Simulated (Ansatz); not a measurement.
Space group Pm-3m (No. 221). a = 2.963 Å, b = 2.963 Å, c = 2.963 Å, α = 90.00°, β = 90.00°, γ = 90.00°
```tsv
atom	site	symmetry	x	y	z
Zn	1b	m-3m	0.5000	0.5000	0.5000
Cu	1a	m-3m	0.0000	0.0000	0.0000
```

Equation of state of this ZnCu structure (not necessarily the ground state), with shape and atoms relaxed at each volume where symmetry leaves them free. It has no gap at any of these volumes. These are results of DFT PBE, scalar-relativistic, plane waves, PAW (Ansatz), not measurements.

Settings: cutoff 420 eV, Γ-centred mesh 14×14×14 on the computed 2-atom cell, Gaussian smearing of 0.10 eV; no spin polarisation.

```
V (Å³/atom) E − E(largest V) (meV/atom) P (GPa)
     11.448                        48.54    20.29
     11.838                         7.26    13.79
     12.228                       -19.51     8.35
     12.619                       -34.14     3.81
     13.009                       -38.65     0.02
     13.399                       -34.69    -3.15
     13.790                       -23.66    -5.79
     14.310                         0.00    -8.63
```

Question: Fit a third-order Birch–Murnaghan equation to E(V).

Answer: V0 = 13.01 Å³/atom, B0 = 115 GPa, B0' = 5.0.